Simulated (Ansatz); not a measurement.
A single layer of Bi₂Te₃ after relaxation:

```
CELL_PARAMETERS angstrom
4.34974 0.00000 0.00000
-2.17487 3.76698 0.00000
0.00000 0.00000 41.03016
ATOMIC_POSITIONS crystal
Te 0.00000 0.00000 0.40770
Bi 0.33333 0.66667 0.45019
Te 0.66667 0.33333 0.50000
Bi 0.00000 0.00000 0.54981
Te 0.33333 0.66667 0.59230
```

All numbers below come from Ansatz, DFT PBE+D3(BJ), scalar-relativistic, plane waves, PAW. Plane waves to 420 eV, a k mesh through Γ of 6×6×1 on the computed 5-atom cell and Gaussian smearing (0.02 eV); no spin polarisation. The sheet is isolated along c (Coulomb cut-off).

| Property | Result |
| --- | --- |
| Band gap on the sampled k points | 1.07 eV |
| Least direct gap | 1.30 eV |
| Ionisation potential from the Kohn-Sham band edge | 5.37 eV |
| Electron affinity from the Kohn-Sham band edge | 4.30 eV |
| Bader charges (e) | Te1 -0.42, Bi2 0.73, Te3 -0.63, Bi4 0.73, Te5 -0.42 |

Spin-orbit coupling is left out, which matters for the bands of heavy elements.

Cost: 1 run of about 2 core-minutes, on Arm Neoverse V2 (shared hosts).